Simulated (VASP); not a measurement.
# CoO (P1) in VASP: single point with PBEsol

Aim: the single point of CoO with PBEsol.

Program: VASP 6.6.1. These are calculated values, not measurements. Logs are shortened: lines on timing, memory, paths and dates and some standing lists are left out, and cuts for length are marked.

**1. Starting point**

The typed cell holds 2 atoms: a = 2.998 Å, b = 2.998 Å, c = 2.998 Å, α = 119.60°, β = 119.60°, γ = 90.69°.

**2. Single point, PBEsol, collinear spin, typed start**

The input, INCAR:

```
PREC     = Accurate       # precision mode
ENCUT    = 520            # plane-wave cutoff, eV
EDIFF    = 1E-6           # SCF threshold, eV
ISMEAR   = -1             # smearing method
SIGMA    = 0.1            # smearing width, eV
LREAL    = False          # projectors in reciprocal space
LASPH    = True           # aspherical terms in the spheres
NELM     = 150            # most SCF steps
ALGO     = Normal         # electronic algorithm
ISIF     = 2              # what is computed and relaxed
LWAVE    = False          # write WAVECAR
LCHARG   = False          # write CHGCAR
ISPIN    = 2              # spin polarisation
MAGMOM   = 1.8 0          # initial moments
LORBIT   = 11             # projections on sites
LMAXMIX  = 4              # l up to which the mixer works
GGA      = PS             # functional
NBANDS   = 18             # bands
```

The input, KPOINTS:

```
Automatic mesh
0
Gamma
  6 6 6
```

The input, POSCAR:

```
CoO
1.0
   -1.5080000000      1.5080000000      2.1072480000
    1.5080000000     -1.5080000000      2.1072480000
    1.5080000000      1.5080000000     -2.1072480000
Co O
1 1
Direct
    0.0054588273     -0.0090906520      0.0033950752
    0.4829500695      0.4963067061     -0.0365560778
```

Potentials or basis: VASP PAW PBE potentials, release 64 (Co, O).

On the command line:

```
cat potpaw_PBE.64/Co/POTCAR potpaw_PBE.64/O/POTCAR > POTCAR
mpirun -np 1 vasp_std > vasp.out
```

OUTCAR:

```text
PREC = Accurate
   ENCUT = 520
   EDIFF = 1E-6
   ISMEAR = -1
   LREAL = False
   LASPH = True
   NELM = 150
   ISIF = 2
   ISPIN = 2
   LORBIT = 11
   GGA = PS

 ion  position               nearest neighbor table
   1  0.005  0.991  0.003-   2 2.05   2 2.06   2 2.08   2 2.16   2 2.19   2 2.22
   2  0.483  0.496  0.963-   1 2.05   1 2.06   1 2.08   1 2.16   1 2.19   1 2.22

  LATTYP: Found a body centered tetragonal cell.
 ALAT       =     3.0160000000
 C/A-ratio  =     1.3973793103

  Lattice vectors:

 A1 = (  -1.5080000000,   1.5080000000,   2.1072480000)
 A2 = (   1.5080000000,  -1.5080000000,   2.1072480000)
 A3 = (   1.5080000000,   1.5080000000,  -2.1072480000)

Analysis of symmetry for initial positions (statically):
=====================================================================
 Subroutine PRICEL returns:
 Original cell was already a primitive cell.

 Routine SETGRP: Setting up the symmetry group for a
 body centered tetragonal supercell.

 Subroutine GETGRP returns: Found  1 space group operations
 (whereof  1 operations were pure point group operations)
 out of a pool of 16 trial point group operations.

The static configuration has the point symmetry C_1 .

Analysis of symmetry for dynamics (positions and initial velocities):
=====================================================================
 Subroutine PRICEL returns:
 Original cell was already a primitive cell.

 Routine SETGRP: Setting up the symmetry group for a
 body centered tetragonal supercell.

 Subroutine GETGRP returns: Found  1 space group operations
 (whereof  1 operations were pure point group operations)
 out of a pool of 16 trial point group operations.

The dynamic configuration has the point symmetry C_1 .

Analysis of structural, dynamic, and magnetic symmetry:
=====================================================================
 Subroutine PRICEL returns:
 Original cell was already a primitive cell.

 Routine SETGRP: Setting up the symmetry group for a
 body centered tetragonal supercell.

 Subroutine GETGRP returns: Found  1 space group operations
 (whereof  1 operations were pure point group operations)
 out of a pool of 16 trial point group operations.

The overall configuration has the point symmetry C_1 .

 Subroutine INISYM returns: Found  1 space group operations
 (whereof  1 operations are pure point group operations),
 and found     1 'primitive' translations

----------------------------------------------------------------------------------------

                                     Primitive cell

  volume of cell :      19.1681

  direct lattice vectors                    reciprocal lattice vectors
    -1.508000000  1.508000000  2.107248000     0.000000000  0.331564987  0.237276296
     1.508000000 -1.508000000  2.107248000     0.331564987  0.000000000  0.237276296
     1.508000000  1.508000000 -2.107248000     0.331564987  0.331564987  0.000000000

  length of vectors
     2.998103089  2.998103089  2.998103089     0.407719733  0.407719733  0.468903701

  position of ions in fractional coordinates (direct lattice)
     0.005458827  0.990909348  0.003395075
     0.482950069  0.496306706  0.963443922

  ion indices of the primitive-cell ions
   primitive index   ion index
                 1           1
                 2           2

----------------------------------------------------------------------------------------

 KPOINTS: Automatic mesh

Automatic generation of k-mesh.
 Grid dimensions read from file:
 generate k-points for:    6    6    6

 Generating k-lattice:

  Cartesian coordinates                     Fractional coordinates (reciprocal lattice)
     0.000000000  0.055260831  0.039546049     0.166666667  0.000000000 -0.000000000
     0.055260831  0.000000000  0.039546049     0.000000000  0.166666667 -0.000000000
     0.055260831  0.055260831  0.000000000     0.000000000  0.000000000  0.166666667

  Length of vectors
     0.067953289  0.067953289  0.078150617

  Shift w.r.t. Gamma in fractional coordinates (k-lattice)
     0.000000000  0.000000000  0.000000000

 Subroutine IBZKPT returns following result:
 ===========================================

 Found    112 irreducible k-points:

 Following reciprocal coordinates:
            Coordinates               Weight
  0.000000  0.000000  0.000000      1.000000
  0.166667  0.000000  0.000000      2.000000
  0.000000  0.166667  0.000000      2.000000
  0.000000  0.166667 -0.166667      2.000000
  0.166667  0.000000 -0.166667      2.000000
  0.333333 -0.000000  0.000000      2.000000
[... 16 lines left out ...]
  0.500000 -0.000000  0.166667      2.000000
 -0.333333 -0.166667  0.500000      2.000000
 [... further k-points ...]
   k-points           NKPTS =    112   k-points in BZ     NKDIM =    112   number of bands    NBANDS=     18
   number of dos      NEDOS =    301   number of ions     NIONS =      2
   total plane-waves  NPLWV =  13824
   dimension x,y,z NGX =    24 NGY =   24 NGZ =   24
   dimension x,y,z NGXF=    48 NGYF=   48 NGZF=   48
   ions per type =               1   1
   NGX,Y,Z   is equivalent  to a cutoff of  13.31, 13.31, 13.31 a.u.
   NGXF,Y,Z  is equivalent  to a cutoff of  26.62, 26.62, 26.62 a.u.
 SYSTEM =  unknown system
   PREC   = accura    normal or accurate (medium, high low for compatibility)
   ISTART =      0    job   : 0-new  1-cont  2-samecut
   ICHARG =      2    charge: 1-file 2-atom 10-const
   ISPIN  =      2    spin polarized calculation?
   LNONCOLLINEAR =      F non collinear calculations
   LSORBIT =      F    spin-orbit coupling
   LASPH  =      T    aspherical Exc in radial PAW
   ENCUT  =  520.0 eV  38.22 Ry    6.18 a.u.   5.57  5.57  5.57*2*pi/ulx,y,z
   NELM   =    150;   NELMIN=  2; NELMDL= -5     # of ELM steps
   EDIFF  = 0.1E-05   stopping-criterion for ELM
   LREAL  =      F    real-space projection
   EDIFFG = 0.1E-04   stopping-criterion for IOM
   NSW    =      0    number of steps for IOM
   IBRION =     -1    ionic relax: 0-MD 1-quasi-New 2-CG
   NFREE  =      0    steps in history (QN), initial steepest desc. (CG)
   ISIF   =      2    stress and relaxation
   ISYM   =      2    0-nonsym 1-usesym 2-fastsym
   POTIM  = 0.5000    time-step for ionic-motion
   TEBEG  =    0.0;   TEEND  =   0.0 temperature during run
   PSTRESS=    0.0 pullay stress
   NELECT =      15.0000    total number of electrons
   NUPDOWN=      -1.0000    fix difference up-down
   EMIN   =  10.00;   EMAX   =-10.00  energy-range for DOS
   EFERMI =   0.00;   METHOD = LEGACY
   ISMEAR =    -1;   SIGMA  =   0.10  broadening in eV -4-tet -1-fermi 0-gaus
   EFERMI_NEDOS =   21; number of points for ismear=-14 and -15
   IALGO  =     38    algorithm
   IMIX   =      4    mixing-type and parameters
     AMIX     =   0.40;   BMIX     =  1.00
     AMIX_MAG =   1.60;   BMIX_MAG =  1.00
  volume/ion in A,a.u.               =       9.58        64.68
  Fermi-wavevector in a.u.,A,eV,Ry     =   1.508618  2.850874 30.965864  2.275927
  Thomas-Fermi vector in A             =   2.619048
   LORBIT       =     11    0 simple, 1 ext, 2 COOP (PROOUT), +10 PAW based schemes
   GGA     = PS    functional components
   LHFCALC =     F    Hartree Fock is set to
   AEXX    =    0.0000 exact exchange contribution
   IVDW    =     0    specifies the selected vdW correction
   LEPSILON=     F    determine dielectric tensor
   LRPA    =     F    only Hartree local field effects (RPA)
 spin polarized calculation
  energy-cutoff  :      520.00
  volume of cell :       19.17
 maximum number of plane-waves:       531
 NGX is ok and might be reduce to    24
   NGX = 11   NGY = 11   NGZ = 11

 number of electron      15.0000000 magnetization       2.8162104

 Free energy of the ion-electron system (eV)
  ---------------------------------------------------
  ext. energy  EPLUGINS =         0.00000000
  ---------------------------------------------------
  free energy    TOTEN  =       -14.02093838 eV

  energy without entropy =      -13.90998277  energy(sigma->0) =      -13.96546057

 E-fermi :   7.9413     XC(G=0): -12.7030

 val. band max:        7.9407763189   @ k =  -0.1667  -0.3333   0.3333
 cond. band min:       7.9442115315   @ k =   0.3333   0.3333   0.1667
 fundamental gap:      0.0034352126
 Fermi energy:         7.9413246781

 spin component 1

 k-point     1 :       0.0000    0.0000    0.0000
  band No.  band energies     occupation
      1     -12.3961      1.00000
      2       4.0647      1.00000
      3       4.1522      1.00000
      4       4.2234      1.00000
      5       4.8216      1.00000
      6       4.8482      1.00000
[... 10 lines left out ...]
     17      29.7201      0.00000
     18      32.4482      0.00000

 k-point     2 :       0.1667    0.0000    0.0000
  band No.  band energies     occupation
      1     -12.1141      1.00000
      2       2.5356      1.00000
      3       3.1479      1.00000
      4       3.3614      1.00000
      5       4.9800      1.00000
      6       4.9942      1.00000
[... 10 lines left out ...]
     17      32.4801      0.00000
     18      35.6875      0.00000

 k-point     3 :       0.0000    0.1667    0.0000
  band No.  band energies     occupation
      1     -12.1142      1.00000
      2       2.5166      1.00000
      3       3.1579      1.00000
      4       3.4010      1.00000
      5       4.9564      1.00000
      6       5.0167      1.00000
[... 412 lines left out ...]
 k-point    23 :       0.5000   -0.0000    0.1667
  band No.  band energies     occupation
      1     -11.2134      1.00000
      2       0.2401      1.00000
      3       1.9276      1.00000
      4       2.0582      1.00000
      5       5.4271      1.00000
      6       5.4764      1.00000
[... 10 lines left out ...]
     17      35.8334      0.00000
     18      36.7394      0.00000

 k-point    24 :      -0.3333   -0.1667    0.5000
  band No.  band energies     occupation
      1     -11.2123      1.00000
      2       0.2240      1.00000
      3       1.8978      1.00000
      4       2.0805      1.00000
      5       5.4260      1.00000
      6       5.4808      1.00000
[... 10 lines left out ...]
     17      35.9435      0.00000
     18      36.7562      0.00000

 [... further k-points ...]

 spin component 2

 k-point     1 :       0.0000    0.0000    0.0000
  band No.  band energies     occupation
      1     -11.9024      1.00000
      2       5.0200      1.00000
      3       5.0366      1.00000
      4       5.0705      1.00000
      5       6.8255      0.99999
      6       6.9149      0.99997
[... 10 lines left out ...]
     17      30.6401      0.00000
     18      33.2473      0.00000

 k-point     2 :       0.1667    0.0000    0.0000
  band No.  band energies     occupation
      1     -11.6136      1.00000
      2       3.2938      1.00000
      3       4.3474      1.00000
      4       4.4414      1.00000
      5       7.0598      0.99985
      6       7.0894      0.99980
[... 10 lines left out ...]
     17      33.0768      0.00000
     18      36.5480      0.00000

 k-point     3 :       0.0000    0.1667    0.0000
  band No.  band energies     occupation
      1     -11.6136      1.00000
      2       3.2817      1.00000
      3       4.3453      1.00000
      4       4.4743      1.00000
      5       7.0277      0.99989
      6       7.1079      0.99976
[... 412 lines left out ...]
 k-point    23 :       0.5000   -0.0000    0.1667
  band No.  band energies     occupation
      1     -10.6813      1.00000
      2       0.8492      1.00000
      3       2.9459      1.00000
      4       3.2244      1.00000
      5       7.5845      0.97256
      6       7.7512      0.87009
[... 10 lines left out ...]
     17      36.3055      0.00000
     18      37.2331      0.00000

 k-point    24 :      -0.3333   -0.1667    0.5000
  band No.  band energies     occupation
      1     -10.6803      1.00000
      2       0.8388      1.00000
      3       2.9798      1.00000
      4       3.1746      1.00000
      5       7.5849      0.97245
      6       7.7666      0.85157
[... 10 lines left out ...]
     17      36.4095      0.00000
     18      37.2441      0.00000

 [... further k-points ...]

------------------------ aborting loop because EDIFF is reached ----------------------------------------

  FORCE on cell =-STRESS in cart. coord.  units (eV):
  Direction    XX          YY          ZZ          XY          YZ          ZX
  --------------------------------------------------------------------------------------
  -------------------------------------------------------------------------------------
  Total       -1.0993647     -1.1753847     -1.1924393      0.0676314      0.0403524      0.0079452
  in kB      -91.8912266    -98.2454148    -99.6709337      5.6530215      3.3728854      0.6641084
  external PRESSURE =     -96.6025250 kB  Pullay stress =       0.0000000 kB

 VOLUME and BASIS-vectors are now :
 -----------------------------------------------------------------------------
  energy-cutoff  :      520.00
  volume of cell :       19.17
      direct lattice vectors                 reciprocal lattice vectors
    -1.508000000  1.508000000  2.107248000     0.000000000  0.331564987  0.237276296
     1.508000000 -1.508000000  2.107248000     0.331564987  0.000000000  0.237276296
     1.508000000  1.508000000 -2.107248000     0.331564987  0.331564987  0.000000000

 POSITION                                       TOTAL-FORCE (eV/Angst)
 -----------------------------------------------------------------------------------
      1.49118     -1.48094      2.09244        -0.028431     -0.055113      0.054363
      1.47302      1.43273      0.03332         0.028431      0.055113     -0.054363
 -----------------------------------------------------------------------------------
    total drift:                                0.000109      0.000081     -0.000139

  FREE ENERGIE OF THE ION-ELECTRON SYSTEM (eV)
  ---------------------------------------------------
  free  energy   TOTEN  =       -14.0209383773 eV

  energy  without entropy=      -13.9099827720  energy(sigma->0) =      -13.96546057

 total charge

# of ion       s       p       d       tot
------------------------------------------
    1        0.303   0.371   7.165   7.839
    2        1.552   3.400   0.000   4.952
--------------------------------------------------
tot          1.854   3.772   7.165  12.791

 magnetization (x)

# of ion       s       p       d       tot
------------------------------------------
    1        0.019   0.020   2.440   2.478
    2        0.029   0.256   0.000   0.285
--------------------------------------------------
tot          0.048   0.275   2.440   2.763
```

It took 41 s on 1 thread of Intel Xeon Platinum 8375C at 2.90GHz (Ice Lake), shared host; peak memory 0.19 GiB.

What came out:

```yaml
Free_energy: -14.0209 eV
Pressure: -9.7 GPa
Largest_force: 0.082 eV/Å
Band_gap_on_the_k_mesh: none (metal or under the smearing width)
Net_moment: 2.82 μB per cell
Site_moments: Co +2.48; O +0.28 μB
Valence_electrons_inside_the_program's_atomic_spheres: Co 7.84; O 4.95
```

Forces in eV/Å, atoms in the order of the input:
```
Co  -0.028 -0.055  0.054
O    0.028  0.055 -0.054
```

Stress tensor (GPa, compression positive):
```
-9.19  0.57  0.07
 0.57 -9.82  0.34
 0.07  0.34 -9.97
```

Caveat: the k mesh is coarse (spacing up to 0.49 Å⁻¹), so the values aren't converged; the PAW data sets were made with another functional, which shifts forces and pressure a little; a cell with one magnetic atom can't hold antiferromagnetic order, which such compounds often take; semilocal functionals often make such compounds metallic where correlation or magnetic order opens a gap, which also shifts bond lengths.
